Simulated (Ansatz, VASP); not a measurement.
## One calculation of Si, two programs

```xyz
2
Lattice="3.8424 0.0000 0.0000 0.0000 3.8424 0.0000 0.0000 0.0000 17.3585" Properties=species:S:1:pos:R:3 pbc="T T T"
Si    2.8818    0.0000    8.0930
Si    0.9606    0.0000    9.2655
```

Alike in both runs: functional PBEsol; k mesh 7 × 7 × 1; occupations fermi-dirac, width 0.02 eV; no spin polarisation.

Ansatz relaxed the structure, and its values are those at the end. VASP's run is a single point on that final structure, the one shown.

```csv
,VASP,Ansatz
version,VASP 6.6.1,Ansatz 0.2.0
potentials or method,"VASP PAW PBE potentials, release 64 (Si)","PAW with Ansatz's default frozen-core files, scalar-relativistic"
plane-wave cutoff (eV),520,420
valence electrons in the cell,8,8
```

```tsv
	VASP	Ansatz	Ansatz less VASP
rms of the force components (eV/Å)	0.006	0.002	-0.0047
```

The functional is the same, so the differences come from potentials, cutoffs and numerics. Ansatz warned: «stress_scf_threshold_loose».

Caveats: the PAW data sets were made with another functional, which shifts forces and pressure a little (VASP).
